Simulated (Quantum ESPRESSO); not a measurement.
# AgCl (Chlorargyrite) (Fm-3m) in Quantum ESPRESSO: reference runs, part 2 of 2

Quantum ESPRESSO 7.5. The steps go on from the part before.

**7. Single point, PBE, 20.46 Å³/atom**

pw.in reads:

```
&CONTROL
  calculation = 'scf'
  prefix = 'pwscf'
  outdir = './tmp'
  pseudo_dir = './pseudo'
  tprnfor = .true.
  tstress = .true.
  disk_io = 'nowf'
/
&SYSTEM
  ibrav = 0
  nat = 2
  ntyp = 2
  ecutwfc = 60
  ecutrho = 440
  nbnd = 20
  occupations = 'smearing'
  smearing = 'fd'
  degauss = 0.00367493
/
&ELECTRONS
  conv_thr = 4d-10
  electron_maxstep = 120
  mixing_beta = 0.5
/
ATOMIC_SPECIES
Ag   107.8682 Ag_ONCV_PBE-1.0.oncvpsp.upf
Cl    35.4500 cl_pbe_v1.4.uspp.F.UPF
CELL_PARAMETERS angstrom
   0.0000000000    2.7350000000    2.7350000000
   2.7350000000    0.0000000000    2.7350000000
   2.7350000000    2.7350000000    0.0000000000
ATOMIC_POSITIONS crystal
Ag     0.0000000000    0.0000000000    0.0000000000
Cl     0.5000000000    0.5000000000    0.5000000000
K_POINTS automatic
8 8 8 0 0 0
```

Launch:

```
OMP_NUM_THREADS=1 pw.x -in pw.in > pw.out
```

Run time: 24 s. Hardware: 1 thread of Arm Neoverse V2, shared host; peak memory 0.2 GiB.

The run converged. Its results:

- Free energy: -4363.0979 eV
- Pressure: 3.9 GPa
- Band gap on the k mesh: 0.97 eV, indirect (least direct gap 3.37 eV)

**8. Single point, PBE, 20.87 Å³/atom**

pw.in, as its differences from that of step 7:

```diff
@@ -29,5 +29,5 @@
 CELL_PARAMETERS angstrom
-   0.0000000000    2.7350000000    2.7350000000
-   2.7350000000    0.0000000000    2.7350000000
-   2.7350000000    2.7350000000    0.0000000000
+   0.0000000000    2.7531131106    2.7531131106
+   2.7531131106    0.0000000000    2.7531131106
+   2.7531131106    2.7531131106    0.0000000000
 ATOMIC_POSITIONS crystal
```

Launch:

```
OMP_NUM_THREADS=1 pw.x -in pw.in > pw.out
```

Run time: 24 s. Hardware: 1 thread of Arm Neoverse V2, shared host; peak memory 0.2 GiB.

It converged, with:

- Free energy: -4363.1146 eV
- Pressure: 2.7 GPa
- Band gap on the k mesh: 0.97 eV, indirect (least direct gap 3.30 eV)

**9. Single point, PBE, 21.28 Å³/atom**

pw.in, as its differences from that of step 8:

```diff
@@ -29,5 +29,5 @@
 CELL_PARAMETERS angstrom
-   0.0000000000    2.7531131106    2.7531131106
-   2.7531131106    0.0000000000    2.7531131106
-   2.7531131106    2.7531131106    0.0000000000
+   0.0000000000    2.7709909694    2.7709909694
+   2.7709909694    0.0000000000    2.7709909694
+   2.7709909694    2.7709909694    0.0000000000
 ATOMIC_POSITIONS crystal
```

Potentials or basis: SSSP 1.3 efficiency PBE.

Launch:

```
OMP_NUM_THREADS=1 pw.x -in pw.in > pw.out
```

Run time: 24 s. Hardware: 1 thread of Arm Neoverse V2, shared host; peak memory 0.2 GiB.

It converged, with:

```yaml
Free_energy: -4363.1258 eV
Pressure: 1.7 GPa
Band_gap_on_the_k_mesh: 0.97 eV, indirect (least direct gap 3.23 eV)
```

**10. Single point, PBE, 21.69 Å³/atom**

pw.in, as its differences from that of step 9:

```diff
@@ -29,5 +29,5 @@
 CELL_PARAMETERS angstrom
-   0.0000000000    2.7709909694    2.7709909694
-   2.7709909694    0.0000000000    2.7709909694
-   2.7709909694    2.7709909694    0.0000000000
+   0.0000000000    2.7886410693    2.7886410693
+   2.7886410693    0.0000000000    2.7886410693
+   2.7886410693    2.7886410693    0.0000000000
 ATOMIC_POSITIONS crystal
```

Potentials or basis: SSSP 1.3 efficiency PBE.

Launch:

```
OMP_NUM_THREADS=1 pw.x -in pw.in > pw.out
```

pw.out:

```text
This program is part of the open-source Quantum ESPRESSO suite
     for quantum simulation of materials; please cite
[... 9 lines left out ...]
     --------------------
     sticks:   dense  smooth     PW     G-vecs:    dense   smooth      PW
     Sum        1675     925    283                45671    18421    3071

     Using Slab Decomposition

     bravais-lattice index     =            0
     lattice parameter (alat)  =       7.4526  a.u.
     unit-cell volume          =     292.6877 (a.u.)^3
     number of atoms/cell      =            2
     number of atomic types    =            2
     number of electrons       =        26.00
     number of Kohn-Sham states=           20
     kinetic-energy cutoff     =      60.0000  Ry
     charge density cutoff     =     440.0000  Ry
     scf convergence threshold =      4.0E-10
     mixing beta               =       0.5000
     number of iterations used =            8  plain     mixing
     Exchange-correlation=  SLA  PW   PBX  PBC
                           (   1   4   3   4   0   0   0)

     celldm(1)=   7.452577  celldm(2)=   0.000000  celldm(3)=   0.000000
     celldm(4)=   0.000000  celldm(5)=   0.000000  celldm(6)=   0.000000

     crystal axes: (cart. coord. in units of alat)
               a(1) = (   0.000000   0.707107   0.707107 )
               a(2) = (   0.707107   0.000000   0.707107 )
               a(3) = (   0.707107   0.707107   0.000000 )

     reciprocal axes: (cart. coord. in units 2 pi/alat)
               b(1) = ( -0.707107  0.707107  0.707107 )
               b(2) = (  0.707107 -0.707107  0.707107 )
               b(3) = (  0.707107  0.707107 -0.707107 )

     PseudoPot. # 1 for Ag read from file:
     Ag_ONCV_PBE-1.0.oncvpsp.upf
     Pseudo is Norm-conserving, Zval = 19.0
     Generated using ONCVPSP code by D. R. Hamann
     Using radial grid of 1398 points,  6 beta functions with:
                l(1) =   0
                l(2) =   0
                l(3) =   1
                l(4) =   1
                l(5) =   2
                l(6) =   2

     PseudoPot. # 2 for Cl read from file:
     cl_pbe_v1.4.uspp.F.UPF
     Pseudo is Ultrasoft + core correction, Zval =  7.0
     Generated by new atomic code, or converted to UPF format
     Using radial grid of  909 points,  6 beta functions with:
                l(1) =   0
                l(2) =   0
                l(3) =   1
                l(4) =   1
                l(5) =   2
                l(6) =   2
     Q(r) pseudized with  8 coefficients,  rinner =    1.300   1.300   1.300
                                                       1.300   1.300

     atomic species   valence    mass     pseudopotential
     Ag               19.00   107.86820     Ag( 1.00)
     Cl                7.00    35.45000     Cl( 1.00)

     48 Sym. Ops., with inversion, found

   Cartesian axes

     site n.     atom                  positions (alat units)
         1        Ag     tau(   1) = (   0.0000000   0.0000000   0.0000000  )
         2        Cl     tau(   2) = (   0.7071068   0.7071068   0.7071068  )

     number of k points=    29  Fermi-Dirac smearing, width (Ry)=  0.0037
                       cart. coord. in units 2pi/alat
        k(    1) = (   0.0000000   0.0000000   0.0000000), wk =   0.0039062
        k(    2) = (   0.0883883   0.0883883  -0.0883883), wk =   0.0312500
        k(    3) = (   0.1767767   0.1767767  -0.1767767), wk =   0.0312500
        k(    4) = (   0.2651650   0.2651650  -0.2651650), wk =   0.0312500
        k(    5) = (  -0.3535534  -0.3535534   0.3535534), wk =   0.0156250
        k(    6) = (   0.1767767   0.0000000   0.0000000), wk =   0.0234375
[... 21 lines left out ...]
        k(   28) = (  -0.7071068   0.1767767  -0.0000000), wk =   0.0468750
        k(   29) = (  -0.7071068   0.3535534   0.0000000), wk =   0.0234375

     Dense  grid:    45671 G-vectors     FFT dimensions: (  50,  50,  50)

     Smooth grid:    18421 G-vectors     FFT dimensions: (  40,  40,  40)

     Initial potential from superposition of free atoms

     starting charge      25.9997, renormalised to      26.0000

     negative rho (up, down):  1.491E-02 0.000E+00
     Starting wfcs are   14 randomized atomic wfcs +    6 random wfcs

     Self-consistent Calculation

     iteration #  1     ecut=    60.00 Ry     beta= 0.50
     Davidson diagonalization with overlap
     ethr =  1.00E-02,  avg # of iterations =  6.1

     Threshold (ethr) on eigenvalues was too large:
     Diagonalizing with lowered threshold

     Davidson diagonalization with overlap
     ethr =  5.00E-04,  avg # of iterations =  1.7

     negative rho (up, down):  1.487E-02 0.000E+00
[... 67 lines left out ...]
     iteration #  9     ecut=    60.00 Ry     beta= 0.50
     Davidson diagonalization with overlap
     ethr =  2.19E-11,  avg # of iterations =  2.0

     negative rho (up, down):  1.457E-02 0.000E+00

     End of self-consistent calculation

          k = 0.0000 0.0000 0.0000 (  2277 PWs)   bands (ev):

   -81.7862 -45.2708 -45.2708 -45.2708  -6.9477   5.6447   5.6447   5.6447
     5.6859   5.6859   5.8392   5.8392   5.8392   9.0139  18.7858  18.7858
    18.7858  20.5500  21.3362  21.3363

          k = 0.0884 0.0884-0.0884 (  2298 PWs)   bands (ev):
[... 19 lines left out ...]
   -81.7861 -45.2734 -45.2713 -45.2713  -6.5281   2.9875   4.0158   4.0158
     5.9896   5.9896   6.3020   8.0371   8.0371  12.3792  14.5420  15.7461
    15.7461  21.5090  21.5090  21.6072

          k = 0.1768 0.0000 0.0000 (  2285 PWs)   bands (ev):

   -81.7862 -45.2712 -45.2710 -45.2710  -6.8734   4.5303   5.3334   5.3334
     5.5997   5.7117   6.1482   6.1482   6.5442   9.9892  17.8272  17.9381
    18.3467  18.3467  21.6764  22.1063

          k = 0.2652 0.0884-0.0884 (  2282 PWs)   bands (ev):
[... 25 lines left out ...]
   -81.7862 -45.2725 -45.2714 -45.2711  -6.6643   3.6405   4.2168   4.5763
     5.8254   5.9099   6.2009   6.8267   7.8142  11.8441  15.2203  16.3531
    16.6951  19.6782  21.5140  21.8181

          k = 0.0000-0.1768 0.1768 (  2285 PWs)   bands (ev):

   -81.7862 -45.2717 -45.2712 -45.2709  -6.8062   4.3059   4.5741   5.0609
     5.7223   5.8113   6.2390   6.2536   7.2565  10.6027  16.8886  16.9443
    17.9205  19.0553  20.7791  21.8258

          k = 0.3536 0.0000 0.0000 (  2293 PWs)   bands (ev):

   -81.7862 -45.2721 -45.2714 -45.2714  -6.7070   3.7326   5.1077   5.1077
     5.4917   5.7743   6.3161   6.3161   6.7352  11.4815  15.4831  16.8257
    18.2031  18.2031  22.1095  23.8583

          k = 0.4419 0.0884-0.0884 (  2301 PWs)   bands (ev):
[... 13 lines left out ...]
   -81.7861 -45.2729 -45.2722 -45.2715  -6.5023   3.4647   4.1325   4.1500
     5.9263   5.9870   6.2555   6.7418   7.6684  12.8380  14.1049  16.0233
    16.7540  20.7376  20.8773  23.3591

          k = 0.0000-0.3536 0.3536 (  2305 PWs)   bands (ev):

   -81.7861 -45.2727 -45.2720 -45.2713  -6.5627   3.4266   4.0862   4.4427
     5.8954   5.9807   6.3881   6.4361   7.9671  13.0043  14.0969  15.8498
    16.4951  19.9532  22.0301  23.7479

          k = 0.5303-0.0000 0.0000 (  2297 PWs)   bands (ev):

   -81.7861 -45.2729 -45.2717 -45.2717  -6.5637   3.6717   5.0816   5.0816
     5.3848   5.8376   6.2153   6.2153   6.5101  11.0123  15.9537  16.2459
    18.8672  18.8672  22.7460  23.6197

          k =-0.0884-0.6187 0.6187 (  2299 PWs)   bands (ev):

   -81.7861 -45.2731 -45.2720 -45.2718  -6.5152   3.8346   4.6361   4.7829
     5.5716   6.0634   6.1543   6.3575   6.4281  10.9738  15.8908  16.3516
    18.7496  19.3830  22.5388  23.0491

          k = 0.0000-0.5303 0.5303 (  2303 PWs)   bands (ev):

   -81.7861 -45.2728 -45.2724 -45.2717  -6.4898   3.9843   4.0332   4.3860
     5.7748   6.0463   6.2195   6.4110   7.0245  11.7086  15.3278  16.1912
    17.8253  19.6377  21.5301  23.5428

          k =-0.7071 0.0000 0.0000 (  2272 PWs)   bands (ev):

   -81.7861 -45.2732 -45.2719 -45.2719  -6.5125   3.8938   5.1246   5.1246
     5.3408   5.8640   6.1019   6.1019   6.1796  10.5054  16.0600  16.6825
    19.5384  19.5384  22.7695  23.1419

          k = 0.3536 0.1768 0.0000 (  2305 PWs)   bands (ev):

   -81.7862 -45.2723 -45.2715 -45.2712  -6.6591   3.6442   4.4171   4.7871
     5.7354   5.9258   6.3538   6.3557   7.4890  11.9051  15.0793  16.2393
    17.4338  19.0781  21.8932  23.3403

          k =-0.2652-0.4419 0.6187 (  2301 PWs)   bands (ev):
[... 19 lines left out ...]
   -81.7861 -45.2728 -45.2723 -45.2717  -6.4920   3.8234   4.1259   4.3463
     5.8648   6.0374   6.1860   6.4629   7.0356  12.0786  15.1877  16.0818
    17.0812  20.3776  21.7716  23.0047

          k = 0.0000-0.3536 0.5303 (  2298 PWs)   bands (ev):

   -81.7861 -45.2727 -45.2724 -45.2716  -6.4973   3.6304   4.1445   4.2597
     5.9571   5.9725   6.2746   6.4092   7.4031  12.6529  14.5813  15.8853
    16.8869  20.6531  21.0877  23.7242

          k =-0.7071 0.1768-0.0000 (  2288 PWs)   bands (ev):

   -81.7861 -45.2730 -45.2721 -45.2719  -6.4964   3.9666   4.3962   4.6452
     5.7870   6.0865   6.1021   6.1283   6.6040  11.2039  15.9058  16.3985
    17.7843  20.2043  22.3997  22.7566

          k =-0.7071 0.3536 0.0000 (  2268 PWs)   bands (ev):

   -81.7861 -45.2726 -45.2726 -45.2719  -6.4801   3.9861   4.2099   4.2099
     6.0870   6.0870   6.1000   6.1022   6.8955  12.2637  15.9547  15.9547
    16.0757  21.4547  21.4547  22.7438

     the Fermi energy is     8.6042 ev

!    total energy              =    -320.68428248 Ry
     estimated scf accuracy    <          2.3E-11 Ry
     smearing contrib. (-TS)   =      -0.00000009 Ry
     internal energy E=F+TS    =    -320.68428239 Ry

     The total energy is F=E-TS. E is the sum of the following terms:
     one-electron contribution =    -173.30281136 Ry
     hartree contribution      =      95.08156561 Ry
     xc contribution           =     -36.60364712 Ry
     ewald contribution        =    -205.85938952 Ry

     convergence has been achieved in   9 iterations

     negative rho (up, down):  1.457E-02 0.000E+00

     Forces acting on atoms (cartesian axes, Ry/au):

     atom    1 type  1   force =     0.00000000    0.00000000    0.00000000
     atom    2 type  2   force =     0.00000000    0.00000000   -0.00000000

     Total force =     0.000000     Total SCF correction =     0.000000

     Computing stress (Cartesian axis) and pressure

     negative rho (up, down):  1.457E-02 0.000E+00
          total   stress  (Ry/bohr**3)                   (kbar)     P=        7.47
   0.00005076   0.00000000   0.00000000            7.47        0.00        0.00
   0.00000000   0.00005076   0.00000000            0.00        7.47        0.00
   0.00000000   0.00000000   0.00005076            0.00        0.00        7.47

=------------------------------------------------------------------------------=
   JOB DONE.
=------------------------------------------------------------------------------=
```

It took 24 s on 1 thread of Arm Neoverse V2, shared host; peak memory 0.21 GiB.

What came out:

```yaml
Free_energy: -4363.1319 eV
Pressure: 0.7 GPa
Band_gap_on_the_k_mesh: 0.98 eV, indirect (least direct gap 3.17 eV)
```

**11. Equation of state, PBE**

Potentials or basis: SSSP 1.3 efficiency PBE.

No new run: the results of the series are fitted here.

Results:

```
Equilibrium volume : 22.06 Å³/atom (rough: see the caveat)
Bulk modulus       : 42 GPa (rough)
```

Energy against volume, from the lowest point:
| volume (Å³/atom) | energy (meV/atom) |
| --- | --- |
| 19.231 | 62.58 |
| 19.640 | 43.56 |
| 20.049 | 28.52 |
| 20.458 | 17.01 |
| 20.868 | 8.64 |
| 21.277 | 3.08 |
| 21.686 | 0.00 |

Caveat: the minimum lies outside the volumes run.

**12. The runs side by side**

```csv
task,cell,gap on the mesh (eV),pressure (GPa)
single point,as given,0.97,3.9
single point,"atoms moved at random, drawn with an rms of 0.05 Å",0.96,3.9
equation of state,as given,-,-
```

Alike in all rows: level PBE; potentials or basis SSSP 1.3 efficiency PBE; no spin polarisation; k mesh 8 × 8 × 8; cutoff (eV) 816; smearing fermi-dirac 0.05 eV.

Caveats: the minimum lies outside the volumes run (some runs).

Total energies depend on the potentials used, so only differences within one code and one set of settings carry meaning.

**13. How close it comes**

Step 2. Against the measured gap of AgCl, 3.249 eV (indirect; a printed reference work, data compilation), the calculated 0.97 eV is off by -2.28 eV. So large a miss can be the level of theory's own, or it may mean another phase, state or a wrong row. Spin-orbit coupling on Ag is left out. The value is that of PBE on a finite k mesh, which can miss the band edges, without temperature or zero-point motion. Semilocal functionals fall short of measured gaps as a rule.
